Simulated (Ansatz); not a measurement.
A plane-wave DFT run in Ansatz 0.2.0 (scalar-relativistic PAW potentials unless the input names others): input and command.

```yaml
crystal:
  lattice:
    - [0.0, -1.9579, -1.9579]
    - [0.0, 1.9579, -1.9579]
    - [3.9158, 0.0, 0.0]
  atoms:
    - { symbol: Pt, position: [0.5095765872, 0.5095765872, 0.5] }
    - { symbol: Pt, position: [-0.0095765872, -0.0095765872, 0.0] }
basis:
  ecutwfc: 420
kpoints:
  mp_grid: { grid: [18, 18, 12] }
hamiltonian:
  xc: pbe
  dispersion: d4
scf:
  occupations: { method: gaussian, width: 0.15 }
output:
  forces: true
  eigenvalues: true
  stress: true
```

```bash
ansatz run input.yaml --threads 2 --pin off --max-ram 5120MiB --backend cpu --events-out ev --progress --plain --runs-dir out
```

Abridged log:
```
Basis set: ecut = 420 eV, 585 PW (Γ), exchange–correlation on 40×40×54 points (8 copies of the dense FFT grid, shifted against one another)
Bands: 22, of which v1, the nominal top of the filled ones, is band 18 counted from 1 (17 counted from 0)
Symmetry: 8 space group operations
k-points: 637 of 3888
SCF iter   1: F=—  HF=-25047.535764 eV  |F-HF|=—  |Δ(HF+E_count)|=         —  Δρ=3.18e-3  dr2=4.73e-4  ethr=1.77e-3  ⟨swp⟩=4.9  Hψ=53011  notcnv=0
SCF iter   2: F=—  HF=-25047.538270 eV  |F-HF|=—  |Δ(HF+E_count)|=   2.51e-3  Δρ=1.79e-3  dr2=1.59e-4  ethr=1.31e-6  ⟨swp⟩=2.4  Hψ=30790  notcnv=0
SCF iter   3: F=—  HF=-25047.538650 eV  |F-HF|=—  |Δ(HF+E_count)|=   3.80e-4  Δρ=1.23e-4  dr2=1.37e-6  ethr=4.41e-7  ⟨swp⟩=2.0  Hψ=20360  notcnv=0
SCF iter   4: F=—  HF=-25047.538652 eV  |F-HF|=—  |Δ(HF+E_count)|=   1.31e-6  Δρ=5.77e-5  dr2=3.88e-7  ethr=3.80e-9  ⟨swp⟩=1.3  Hψ=15526  notcnv=0
SCF iter   5: F=-25047.538652 eV  HF=-25047.538652 eV  |F-HF|=7.71e-10  |Δ(HF+E_count)|=   2.13e-7  Δρ=6.24e-6  dr2=1.02e-8  ethr=1.08e-9  ⟨swp⟩=2.1  Hψ=18432  notcnv=0
SCF iter   6: F=-25047.538652 eV  HF=-25047.538652 eV  |F-HF|=6.18e-11  |Δ(HF+E_count)|=   1.23e-9  Δρ=2.36e-6  dr2=1.35e-9  ethr=2.84e-11  ⟨swp⟩=2.0  Hψ=44361  notcnv=0
SCF 1 converged in 6 iterations: F = -25047.538652 eV  dr2 = 1.35e-9
SCF converged after 6 iterations
Free energy (F): -25047.538652 eV
Harris-Foulkes:  -25047.538652 eV  (|F-HF|=6.18e-11)
Internal energy: -25047.495129 eV  (E = F + TS)
E sigma→0 (E₀):  -25047.516890 eV
Entropy (-TS):   -0.043523 eV (-21.762 meV/atom)
Fermi energy:    23.553968 eV
  E_disp       = -1.551551  (pairwise vdW)
--- Forces (eV/Å), atoms counted from 1 ---
  atom   1  Pt     0.00000000     0.00000000     0.48216027
  atom   2  Pt     0.00000000     0.00000000    -0.48216027
--- Stress (GPa, compression-positive) ---
        4.693588       0.000000       0.000000
        0.000000       3.950791       0.000000
        0.000000       0.000000       4.506575
  P = ⅓ Tr σ = 4.3837 GPa (43.837 kbar)
```

Apart from outputs and empty bands, the input differs from a reference run on usual settings in hamiltonian.dispersion: not typed → "d4". The reference, at the same geometry (not necessarily relaxed), gave pressure 11.99 GPa, largest force 0.484 eV/Å, no gap on the mesh. This run converged in 6 SCF iterations (reference: 6) with an energy at zero smearing 776 meV/atom below the reference's (the Hamiltonian itself differs), pressure 4.38 GPa, largest force 0.482 eV/Å, no gap on the mesh.

The run took 9.2 s on 2 threads of Arm Neoverse V1, on a shared host, peak memory 0.53 GiB.